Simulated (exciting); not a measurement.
## HfN: single point with PBE

HfN:

```
Hf N
1.0
     0.00000    2.45482    2.45482
     2.45482    0.00000    2.45482
     2.45482    2.45482    0.00000
Hf N
1 1
Direct
  0.00000 0.00000 0.00000
  0.25000 0.25000 0.25000
```

The cell comes from a database or a generator and needn't be the stable form of this composition.

```json
{
 "Program": "exciting (release sodium)",
 "Task": "single point",
 "Functional": "PBE",
 "Potentials or basis": "all-electron LAPW+lo, shipped species files, valence relativity iora*",
 "rgkmax": "7.5",
 "k mesh": "9 × 9 × 9",
 "Occupations": "gaussian, width 0.02 eV",
 "Spin": "no spin polarisation"
}
```

```yaml
Band_gap_on_the_k_mesh: none (metal or under the smearing width)
All_electrons_inside_the_program's_atomic_spheres: Hf 69.23; N 5.50 (radii Hf 2.3, N 1.45 bohr)
```

Levels at points of the mesh, in eV from the Fermi level:
```csv
k point,band 12,band 13,band 14,band 15,band 16,band 17,band 18,band 19
"(0.00, 0.00, 0.00)",-12.35,-5.44,-5.44,-5.44,-0.65,2.25,2.25,6.61
```

It took 6.1 min on 1 thread of Arm Neoverse V2, with other jobs on the host, peak memory 0.13 GiB.

Spin-orbit coupling is left out, which matters for the levels of Hf.
